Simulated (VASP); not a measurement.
# PtSe2 (Sudovikovite) (P-3m1) in VASP: further runs

One crystal, PtSe2 (Sudovikovite), is run at these levels: PBE; tasks: single point.

All numbers are computed with VASP 6.6.1; they aren't measurements. Logs are shortened: lines on timing, memory, paths and dates and some standing lists are left out, and cuts for length are marked.

### 1 The crystal as given

The structure is trigonal, space group P-3m1 (No. 164). Conventional cell: a = 3.724 Å, b = 3.724 Å, c = 5.062 Å, α = 90.00°, β = 90.00°, γ = 120.00°. Pt (site symmetry -3m) is surrounded by 6 Se at 2.49 Å. Around Se (site symmetry 3m) lie 3 Pt at 2.49 Å.

### 2 Single point, PBE, spin-orbit coupling, no magnetisation

Input file INCAR:

```
SYSTEM = PtSe2
ALGO = Normal ; EDIFF = 1E-7
ENCUT = 340 ; GGA = PE
GGA_COMPAT = .FALSE. ; ISIF = 2
ISMEAR = 0 ; LASPH = .TRUE.
LCHARG = .FALSE. ; LMAXMIX = 4
LORBIT = 11 ; LREAL = .FALSE.
LSORBIT = .TRUE. ; LWAVE = .FALSE.
MAGMOM = 0 0 0 0 0 0 0 0 0 ; NBANDS = 38
NELM = 100 ; PREC = Accurate
SIGMA = 0.02
```

Input file KPOINTS:

```
k-points
0
G
  7 7 5
  0 0 0
```

Input file POSCAR:

```
PtSe2
1.0
    3.7240000000      0.0000000000      0.0000000000
   -1.8620000000      3.2250786037      0.0000000000
    0.0000000000      0.0000000000      5.0620000000
Pt Se
1 2
Direct
    0.0000000000      0.0000000000      0.0000000000
    0.6666666667      0.3333333333      0.7500000000
    0.3333333333      0.6666666667      0.2500000000
```

Potentials or basis: VASP PAW PBE potentials, release 64 (Pt, Se).

The run is started by

```bash
$ cat potpaw_PBE.64/Pt/POTCAR potpaw_PBE.64/Se/POTCAR > POTCAR
$ mpirun -np 1 vasp_ncl > vasp.out
```

OUTCAR:

```text
SYSTEM = PtSe2
   EDIFF = 1E-7
   ENCUT = 340
   GGA = PE
   ISIF = 2
   ISMEAR = 0
   LASPH = .TRUE.
   LORBIT = 11
   LREAL = .FALSE.
   LSORBIT = .TRUE.
   NELM = 100
   PREC = Accurate

 Found     32 irreducible k-points:

 Following reciprocal coordinates:
            Coordinates               Weight
  0.000000  0.000000  0.000000      1.000000
  0.142857 -0.000000  0.000000      6.000000
  0.285714 -0.000000  0.000000      6.000000
  0.428571  0.000000  0.000000      6.000000
  0.142857  0.142857  0.000000      6.000000
  0.285714  0.142857  0.000000     12.000000
   k-points           NKPTS =     32   k-points in BZ     NKDIM =     32   number of bands    NBANDS=     38
   number of dos      NEDOS =    301   number of ions     NIONS =      3
   total plane-waves  NPLWV =  17280
   dimension x,y,z NGX =    24 NGY =   24 NGZ =   30
   dimension x,y,z NGXF=    48 NGYF=   48 NGZF=   60
   ions per type =               1   2
   NGX,Y,Z   is equivalent  to a cutoff of  10.71, 10.71,  9.85 a.u.
   NGXF,Y,Z  is equivalent  to a cutoff of  21.43, 21.43, 19.71 a.u.
 SYSTEM =  PtSe2
   PREC   = accura    normal or accurate (medium, high low for compatibility)
   ISTART =      0    job   : 0-new  1-cont  2-samecut
   ICHARG =      2    charge: 1-file 2-atom 10-const
   ISPIN  =      1    spin polarized calculation?
   LNONCOLLINEAR =      T non collinear calculations
   LSORBIT =      T    spin-orbit coupling
   LASPH  =      T    aspherical Exc in radial PAW
   ENCUT  =  340.0 eV  24.99 Ry    5.00 a.u.   5.60  5.60  7.61*2*pi/ulx,y,z
   NELM   =    100;   NELMIN=  2; NELMDL= -5     # of ELM steps
   EDIFF  = 0.1E-06   stopping-criterion for ELM
   LREAL  =      F    real-space projection
   EDIFFG = 0.1E-05   stopping-criterion for IOM
   NSW    =      0    number of steps for IOM
   IBRION =     -1    ionic relax: 0-MD 1-quasi-New 2-CG
   NFREE  =      0    steps in history (QN), initial steepest desc. (CG)
   ISIF   =      2    stress and relaxation
   ISYM   =      2    0-nonsym 1-usesym 2-fastsym
   POTIM  = 0.5000    time-step for ionic-motion
   TEBEG  =    0.0;   TEEND  =   0.0 temperature during run
   PSTRESS=    0.0 pullay stress
   NELECT =      22.0000    total number of electrons
   NUPDOWN=      -1.0000    fix difference up-down
   EMIN   =  10.00;   EMAX   =-10.00  energy-range for DOS
   EFERMI =   0.00;   METHOD = LEGACY
   ISMEAR =     0;   SIGMA  =   0.02  broadening in eV -4-tet -1-fermi 0-gaus
   EFERMI_NEDOS =   21; number of points for ismear=-14 and -15
   IALGO  =     38    algorithm
   IMIX   =      4    mixing-type and parameters
     AMIX     =   0.40;   BMIX     =  1.00
     AMIX_MAG =   1.60;   BMIX_MAG =  1.00
  volume/ion in A,a.u.               =      20.27       136.76
  Fermi-wavevector in a.u.,A,eV,Ry     =   1.166608  2.204570 18.517184  1.360975
  Thomas-Fermi vector in A             =   2.303119
   LORBIT       =     11    0 simple, 1 ext, 2 COOP (PROOUT), +10 PAW based schemes
   GGA     = PE    functional components
   LHFCALC =     F    Hartree Fock is set to
   AEXX    =    0.0000 exact exchange contribution
   IVDW    =     0    specifies the selected vdW correction
   LEPSILON=     F    determine dielectric tensor
   LRPA    =     F    only Hartree local field effects (RPA)
 Gauss-broadening in eV      SIGMA  =   0.02
  energy-cutoff  :      340.00
  volume of cell :       60.80
 maximum number of plane-waves:      1782
 NGX is ok and might be reduce to    24
   NGX = 11   NGY = 11   NGZ = 15

 number of electron      22.0000007 magnetization       0.0000000      0.0000000      0.0000000

 number of electron      22.0000007 magnetization      -0.0000000      0.0000000     -0.0000000

 number of electron      22.0000007 magnetization       0.0000000     -0.0000000      0.0000000

 number of electron      22.0000007 magnetization      -0.0000000     -0.0000000     -0.0000000

 Free energy of the ion-electron system (eV)
  ---------------------------------------------------
  ext. energy  EPLUGINS =         0.00000000
  ---------------------------------------------------
  free energy    TOTEN  =       -14.58001888 eV

  energy without entropy =      -14.57920085  energy(sigma->0) =      -14.57960987

 E-fermi :   6.6515     XC(G=0): -10.6351

 val. band max:        6.6476088932   @ k =   0.2857   0.2857   0.0000
 cond. band min:       6.6618881314   @ k =   0.0000   0.1429   0.2000
 fundamental gap:      0.0142792382
 Fermi energy:         6.6515332850

 k-point     1 :       0.0000    0.0000    0.0000
  band No.  band energies     occupation
      1      -9.1767      1.00000
      2      -9.1767      1.00000
      3      -6.3528      1.00000
      4      -6.3528      1.00000
      5      -0.7024      1.00000
      6      -0.7024      1.00000
[... 26 lines left out ...]
     33      14.0839      0.00000
     34      14.0839      0.00000

 k-point     2 :       0.1429   -0.0000    0.0000
  band No.  band energies     occupation
      1      -8.9502      1.00000
      2      -8.9502      1.00000
      3      -6.4540      1.00000
      4      -6.4540      1.00000
      5      -0.4448      1.00000
      6      -0.4448      1.00000
[... 26 lines left out ...]
     33      14.5042      0.00000
     34      14.5042      0.00000
[... 109 lines left out ...]
     33      14.5413      0.00000
     34      14.5413      0.00000

 k-point     6 :       0.2857    0.1429    0.0000
  band No.  band energies     occupation
      1      -7.8580      1.00000
      2      -7.8580      1.00000
      3      -6.8798      1.00000
      4      -6.8798      1.00000
      5      -0.1195      1.00000
      6      -0.1195      1.00000
[... 26 lines left out ...]
     33      14.8426      0.00000
     34      14.8426      0.00000

 [... further k-points ...]

 [bands above 34 left out]

------------------------ aborting loop because EDIFF is reached ----------------------------------------

  FORCE on cell =-STRESS in cart. coord.  units (eV):
  Direction    XX          YY          ZZ          XY          YZ          ZX
  --------------------------------------------------------------------------------------
  -------------------------------------------------------------------------------------
  Total        2.9539457      2.9539457      2.3209647      0.0000000      0.0000000      0.0000000
  in kB       77.8468376     77.8468376     61.1655657      0.0000000      0.0000000      0.0000000
  external PRESSURE =      72.2864136 kB  Pullay stress =       0.0000000 kB

 VOLUME and BASIS-vectors are now :
 -----------------------------------------------------------------------------
  energy-cutoff  :      340.00
  volume of cell :       60.80
      direct lattice vectors                 reciprocal lattice vectors
     3.724000000  0.000000000  0.000000000     0.268528464  0.155034981  0.000000000
    -1.862000000  3.225078604  0.000000000     0.000000000  0.310069962  0.000000000
     0.000000000  0.000000000  5.062000000     0.000000000  0.000000000  0.197550375

 POSITION                                       TOTAL-FORCE (eV/Angst)
 -----------------------------------------------------------------------------------
      0.00000      0.00000      0.00000        -0.000000      0.000000      0.000000
      1.86200      1.07503      3.79650        -0.000000      0.000000     -0.645757
     -0.00000      2.15005      1.26550         0.000000     -0.000000      0.645757
 -----------------------------------------------------------------------------------
    total drift:                               -0.000000      0.000000      0.000000

  FREE ENERGIE OF THE ION-ELECTRON SYSTEM (eV)
  ---------------------------------------------------
  free  energy   TOTEN  =       -14.5800188777 eV

  energy  without entropy=      -14.5792008526  energy(sigma->0) =      -14.57960987

 Spin-Orbit-Coupling matrix elements

 Ion:    1  E_soc:     -0.7284903
 l=   1
     0.0000000    -0.0341637    -0.0360191
    -0.0341637     0.0000000    -0.0341637
    -0.0360191    -0.0341637     0.0000000
 l=   2
     0.0000000    -0.0190370     0.0000000    -0.0190370    -0.0643607
    -0.0190370     0.0000000    -0.0478648    -0.0236605    -0.0190370
     0.0000000    -0.0478648     0.0000000    -0.0478648     0.0000000
    -0.0190370    -0.0236605    -0.0478648     0.0000000    -0.0190370
    -0.0643607    -0.0190370     0.0000000    -0.0190370     0.0000000
 l=   3
     0.0000000     0.0000000     0.0000000     0.0000000     0.0000000     0.0000000     0.0000000
     0.0000000     0.0000000     0.0000000     0.0000000     0.0000000     0.0000000     0.0000000
     0.0000000     0.0000000     0.0000000     0.0000000     0.0000000     0.0000000     0.0000000
     0.0000000     0.0000000     0.0000000     0.0000000     0.0000000     0.0000000     0.0000000
     0.0000000     0.0000000     0.0000000     0.0000000     0.0000000     0.0000000     0.0000000
     0.0000000     0.0000000     0.0000000     0.0000000     0.0000000     0.0000000     0.0000000
     0.0000000     0.0000000     0.0000000     0.0000000     0.0000000     0.0000000     0.0000000

 Ion:    2  E_soc:     -0.0313555
 l=   1
     0.0000000    -0.0055051    -0.0046203
    -0.0055051     0.0000000    -0.0055051
    -0.0046203    -0.0055051     0.0000000
 l=   2
     0.0000000    -0.0000007     0.0000000    -0.0000007    -0.0000167
    -0.0000007     0.0000000    -0.0000114    -0.0000048    -0.0000007
     0.0000000    -0.0000114     0.0000000    -0.0000114     0.0000000
    -0.0000007    -0.0000048    -0.0000114     0.0000000    -0.0000007
    -0.0000167    -0.0000007     0.0000000    -0.0000007     0.0000000
 l=   3
     0.0000000     0.0000000     0.0000000     0.0000000     0.0000000     0.0000000     0.0000000
     0.0000000     0.0000000     0.0000000     0.0000000     0.0000000     0.0000000     0.0000000
     0.0000000     0.0000000     0.0000000     0.0000000     0.0000000     0.0000000     0.0000000
     0.0000000     0.0000000     0.0000000     0.0000000     0.0000000     0.0000000     0.0000000
     0.0000000     0.0000000     0.0000000     0.0000000     0.0000000     0.0000000     0.0000000
     0.0000000     0.0000000     0.0000000     0.0000000     0.0000000     0.0000000     0.0000000
     0.0000000     0.0000000     0.0000000     0.0000000     0.0000000     0.0000000     0.0000000

 Ion:    3  E_soc:     -0.0313555
 l=   1
     0.0000000    -0.0055051    -0.0046203
    -0.0055051     0.0000000    -0.0055051
    -0.0046203    -0.0055051     0.0000000
 l=   2
     0.0000000    -0.0000007     0.0000000    -0.0000007    -0.0000167
    -0.0000007     0.0000000    -0.0000114    -0.0000048    -0.0000007
     0.0000000    -0.0000114     0.0000000    -0.0000114     0.0000000
    -0.0000007    -0.0000048    -0.0000114     0.0000000    -0.0000007
    -0.0000167    -0.0000007     0.0000000    -0.0000007     0.0000000
 l=   3
     0.0000000     0.0000000     0.0000000     0.0000000     0.0000000     0.0000000     0.0000000
     0.0000000     0.0000000     0.0000000     0.0000000     0.0000000     0.0000000     0.0000000
     0.0000000     0.0000000     0.0000000     0.0000000     0.0000000     0.0000000     0.0000000
     0.0000000     0.0000000     0.0000000     0.0000000     0.0000000     0.0000000     0.0000000
     0.0000000     0.0000000     0.0000000     0.0000000     0.0000000     0.0000000     0.0000000
     0.0000000     0.0000000     0.0000000     0.0000000     0.0000000     0.0000000     0.0000000
     0.0000000     0.0000000     0.0000000     0.0000000     0.0000000     0.0000000     0.0000000

 total charge

# of ion       s       p       d       tot
------------------------------------------
    1        0.694   0.742   8.019   9.456
    2        1.486   2.245   0.071   3.801
    3        1.486   2.245   0.071   3.801
--------------------------------------------------
tot          3.665   5.233   8.161  17.059

 magnetization (x)

# of ion       s       p       d       tot
------------------------------------------
    1        0.000   0.000   0.000   0.000
    2       -0.000   0.000   0.000  -0.000
    3       -0.000  -0.000   0.000  -0.000
--------------------------------------------------
tot         -0.000  -0.000   0.000  -0.000

 magnetization (y)

# of ion       s       p       d       tot
------------------------------------------
    1        0.000   0.000   0.000   0.000
    2        0.000   0.000  -0.000   0.000
    3        0.000   0.000  -0.000   0.000
--------------------------------------------------
tot          0.000   0.000  -0.000   0.000

 magnetization (z)

# of ion       s       p       d       tot
------------------------------------------
    1       -0.000   0.000   0.000   0.000
    2        0.000   0.000   0.000   0.000
    3        0.000   0.000   0.000   0.000
--------------------------------------------------
tot         -0.000   0.000   0.000   0.000
```

Run time: 99 s. Hardware: 1 thread of AMD EPYC 7R43 (Zen 3), shared host; peak memory 0.21 GiB.

The run converged, but some of its settings lie outside the range that counts as converged, so its numbers aren't taken as properties of the crystal.

What came out:

- Free energy: -14.5800 eV
- Pressure: 7.2 GPa
- Largest force: 0.646 eV/Å
- Valence electrons inside the program's atomic spheres: Pt 9.46; Se 3.80

### 3 Single point, PBE, spin-orbit coupling, no magnetisation

INCAR: that of step 2 with these lines changed.

```diff
@@ -2,3 +2,3 @@
 ALGO = Normal ; EDIFF = 1E-7
-ENCUT = 340 ; GGA = PE
+ENCUT = 400 ; GGA = PE
 GGA_COMPAT = .FALSE. ; ISIF = 2
```

KPOINTS is that of step 2.

POSCAR is that of step 2.

Potentials or basis: VASP PAW PBE potentials, release 64 (Pt, Se).

The run is started by

```bash
$ cat potpaw_PBE.64/Pt/POTCAR potpaw_PBE.64/Se/POTCAR > POTCAR
$ mpirun -np 1 vasp_ncl > vasp.out
```

Wall time 1.8 min (1 thread of AMD EPYC 7R43 (Zen 3), shared host); peak memory 0.25 GiB.

The run converged, but some of its settings lie outside the range that counts as converged, so its numbers aren't taken as properties of the crystal.

Results:

```
Free energy                                           : -14.5796 eV
Pressure                                              : 7.4 GPa
Largest force                                         : 0.648 eV/Å
Valence electrons inside the program's atomic spheres : Pt 9.46; Se 3.80
```

### 4 The reference run

An earlier run on the cell as given: functional PBE; potentials or basis VASP PAW PBE potentials, release 64 (Pt, Se); cutoff 520 eV; k mesh 8 × 8 × 5; occupations fermi-dirac, width 0.05 eV; no spin polarisation.

- Pressure: 7.3 GPa
- Largest force: 0.599 eV/Å
- Band gap on the k mesh: none (metal or under the smearing width)
